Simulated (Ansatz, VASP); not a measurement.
**One calculation of Nb, two programs**

```xyz
1
Lattice="0.0000 2.0791 2.0791 2.0791 0.0000 2.0791 2.0791 2.0791 0.0000" Properties=species:S:1:pos:R:3 pbc="T T T"
Nb    0.0000    0.0000    0.0000
```

Change from the starting cell: volume scaled by 0.95.

Alike in both runs: task single point; functional PBEsol; k mesh 13 × 13 × 13; occupations fermi-dirac, width 0.08 eV; no spin polarisation.

|  | VASP | Ansatz |
| --- | --- | --- |
| version | VASP 6.6.1 | Ansatz 0.2.0 |
| potentials or method | VASP PAW PBE potentials, release 64 (Nb_sv), cutoff 520 eV | all-electron LAPW, scalar-relativistic |

VASP gave:

* pressure (GPa): 1.6

Question: What did Ansatz give for the same quantities?

Answer: Pressure (GPa): 1.9.

Ansatz ran all-electron here, so the differences hold the error of VASP's frozen core and of both bases.

Caveats: the PAW data sets were made with another functional, which shifts forces and pressure a little (VASP).
